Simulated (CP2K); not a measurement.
The system is WC (Qusongite).

```
W C
1.0
     2.90650    0.00000    0.00000
    -1.45325    2.51710    0.00000
     0.00000    0.00000    2.83660
W C
1 1
Cartesian
  0.0000 0.0000 0.0000
  1.4533 0.8390 1.4183
```

Program: CP2K 2026.2. Alike in all runs: task band structure; no spin polarisation; cell as given; k mesh 10 × 10 × 9.

Q: Order these runs on this cell by their pressure, lowest first.
A. level PBEsol; potentials or basis POTENTIAL_UZH W GTH-PBE-q14, C GTH-PBE-q4; TZVP-MOLOPT-PBE-GTH basis; smearing fermi-dirac 0.0259 eV; EPS_DEFAULT 1.0E-9; NGRIDS 4; points a segment of the path (NPOINTS) 10; bands added on the path 6; CUTOFF of the grids 450 Ry
B. level revPBE; potentials or basis POTENTIAL_UZH W GTH-PBE-q14, C GTH-PBE-q4; TZVP-MOLOPT-PBE-GTH basis; smearing fermi-dirac 0.05 eV; EPS_DEFAULT 1.0E-10; NGRIDS 5; points a segment of the path (NPOINTS) 10; bands added on the path 2; CUTOFF of the grids 450 Ry
C. level vdW-DF-cx; potentials or basis POTENTIAL_UZH W GTH-PBE-q14, C GTH-PBE-q4; TZVP-MOLOPT-PBE-GTH basis; smearing fermi-dirac 0.05 eV; EPS_DEFAULT 1.0E-10; NGRIDS 5; points a segment of the path (NPOINTS) 6; bands added on the path 6; CUTOFF of the grids 675 Ry
D. level PBE; potentials or basis POTENTIAL_UZH W GTH-PBE-q14, C GTH-PBE-q4; TZVP-MOLOPT-PBE-GTH basis; smearing fermi-dirac 0.05 eV; EPS_DEFAULT 1.0E-10; NGRIDS 5; points a segment of the path (NPOINTS) 6; bands added on the path 6; CUTOFF of the grids 675 Ry
E. level BLYP; potentials or basis GTH_POTENTIALS W GTH-BLYP-q14, C GTH-BLYP-q4; TZVP-MOLOPT-PBE-GTH basis; smearing fermi-dirac 0.05 eV; EPS_DEFAULT 1.0E-10; NGRIDS 5; points a segment of the path (NPOINTS) 8; bands added on the path 4; CUTOFF of the grids 450 Ry

A: A (-4.0 GPa), C (-1.9 GPa), D (2.7 GPa), B (4.4 GPa), E (10.7 GPa).

Caveats: the basis of atomic orbitals isn't converged, which shifts pressures, moduli and gaps; the potentials were made for another functional, which shifts forces and pressure (some runs).

Not every run made on this cell is shown here.
